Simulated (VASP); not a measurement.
A run of VASP 6.6.1:

INCAR

```
ALGO = Fast
EDIFF = 1E-6
ENCUT = 300
GGA = PS
ISIF = 2
ISMEAR = 0
KPAR = 4
LASPH = True
LCHARG = False
LREAL = False
LWAVE = False
NBANDS = 18
NELM = 120
PREC = Accurate
SIGMA = 0.02
```

Contents of KPOINTS:

```
k-points
0
Gamma
  10 10 7
```

POSCAR

```
P                                       
1.0
    1.6588370446     -5.0988726779     -0.0000000000
    1.6588370446      5.0988726779      0.0000000000
    0.0000000000     -0.0000000000      4.1712965232
  P             
     4
Direct
     0.1060452640824326    0.8939547359175675    0.0726360135275234
     0.6060452640824325    0.3939547359175674    0.4273639864724766
     0.8939547359175675    0.1060452640824326    0.9273639864724765
     0.3939547359175674    0.6060452640824325    0.5726360135275235
```

Potentials or basis: VASP PAW PBE potentials, release 64 (P).

Command:

```console
$ cat potpaw_PBE.64/P/POTCAR > POTCAR
$ mpirun -np 4 vasp_std > vasp.out
```

Hardware: 4 MPI ranks on Intel(R) Xeon(R) Platinum 8488C (Sapphire Rapids), on a shared host.

**Question.** How long does it take, and how much memory?

**Answer.** Run time: 13 s on 4 MPI ranks on Intel(R) Xeon(R) Platinum 8488C (Sapphire Rapids) (shared host), peak memory 0.17 GiB a rank. Counts: scf iterations 13, k points 124.
